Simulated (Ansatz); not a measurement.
# Gap against strain: armchair WS2 nanoribbon (N = 8, bare edges)

How it was computed: Ansatz 0.2.0, plane waves with PAW datasets, PBE, Fermi-Dirac smearing of 0.05 eV, no spin-orbit coupling. The period is scaled from its relaxed value of 5.476 Å and the atoms relax, within the symmetry of the start, at each strain ε (in %); gaps, in eV, are read on a band path.

```tsv
period (Å)	energy (eV a cell)	place of the conduction minimum (Γ = 0, Z = 1)	ε	gap
5.257	+0.414	0.00	−4	0.42
5.476	0.000	0.00	0	0.454
5.585	+0.090	0.00	2	0.467
5.695	+0.351	0.00	4	0.442
5.804	+0.761	0.00	6	0.391
```

One run is withheld: period (Å) = 5.366, with ε = −2. Fit a straight line gap = a + b × ε to the 5 rows shown and predict it.

**Fit.** The means are 1.6 for ε and 0.4348 for gap. The sum of products of deviations is −0.1103 and the sum of squares in ε is 59.2, so b = −0.1103 / 59.2 = −0.001864 and a = 0.4348 − (−0.001864) × 1.6 = 0.4378. The residuals' standard deviation, with 3 degrees of freedom, is σ = 0.034.

**Prediction.** gap = 0.4378 + (−0.001864) × −2 = 0.4415. The run gave 0.439, so the prediction less the run is +0.0025. The standard error of a prediction there, σ√(1 + 1/5 + (−2 − 1.6)²/59.2), is 0.04, and the miss is 0.063 times that, for a point between the fitted rows. With so few rows σ is itself uncertain. The slope is only 0.4 times its own standard error, so the line says little more than the mean does.

The gap does not move one way: it turns somewhere between ε = 0 and 4 %, and the true extreme can lie between the rows, beyond the values shown.

**Limits.** Kohn-Sham gaps of a wire among periodic images, which in a check on one flat ribbon (7 Å apart) lowered the gap by 0.2 eV and flattened the slope; the slope b × 100 is a mean deformation potential of the gap, in eV per unit strain. Between neighbouring runs it lies between −2.5 and 0.9 eV, so a bend, a kink or scatter between runs makes one line a rough account. The unstrained row comes from a denser mesh than the others, which shifts its energy a little. Series of this kind are told only where this holds: a gap at every strain (compound wires with polar facets were set aside first). 88 of 101 did.

[Logs are printed without paths, hosts, clocks, repeated set-up lines and the standing remarks that a program may print on its own settings, such as how far it seeks lower states.]
